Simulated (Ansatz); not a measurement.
# Calculated 14N nuclear quadrupole resonance for TaN at a changed volume

Cell: a structure deposited in the COD, relaxed with PBE at fixed cell and then changed (volume scaled by 0.96, ions relaxed).

```
Ta N
1.0
     5.12578    0.00000    0.00000
    -2.56289    4.43905    0.00000
     0.00000    0.00000    2.87166
Ta N
3 3
Direct
  0.33333 0.66667 0.50000
  0.66667 0.33333 0.50000
  0.00000 0.00000 0.00000
  0.39484 0.00000 0.00000
  0.60516 0.60516 0.00000
  0.00000 0.39484 0.00000
```

Atom numbers follow the list; atoms alike are taken as one site, whose name carries the number of the first.

The numbers come from a DFT calculation in Ansatz (PBE, plane waves and PAW, scalar-relativistic, collinear spin, 420 eV cutoff, Γ-centred 10×10×16 k-points, Fermi–Dirac smearing 0.05 eV). Start moments as typed (μB): 2 on each Ta, none on the rest.

14N: I = 1, Q = 20.44 mb (year-2017 value). Static lattice, zero field.

Question: At which frequencies do the 14N NQR lines lie?

Answer: For I = 1 the lines are ν± = (3/4)|C_Q|(1 ± η/3) and ν₀ = |C_Q|η/2.

| site | atoms | V_zz (10²¹ V/m²) | C_Q (MHz) | η | line frequencies (MHz) |
| --- | --- | --- | --- | --- | --- |
| N | 4, 5, 6 | -1.31 | -0.649 | 0.38 | 0.122, 0.426, 0.548 |

At N V_zz points along its shortest bond, to Ta (within 1°).

With no gap above 0.1 eV, as in a metal, the gradients converge slowly in k; expect changes of a tenth or more on a denser mesh. Without spin–orbit coupling the gradients at and beside Ta can be off by some per cent, at some sites by more. At this changed cell the PBE pressure is 19 GPa. The start moments die out, and the run ends without spin.
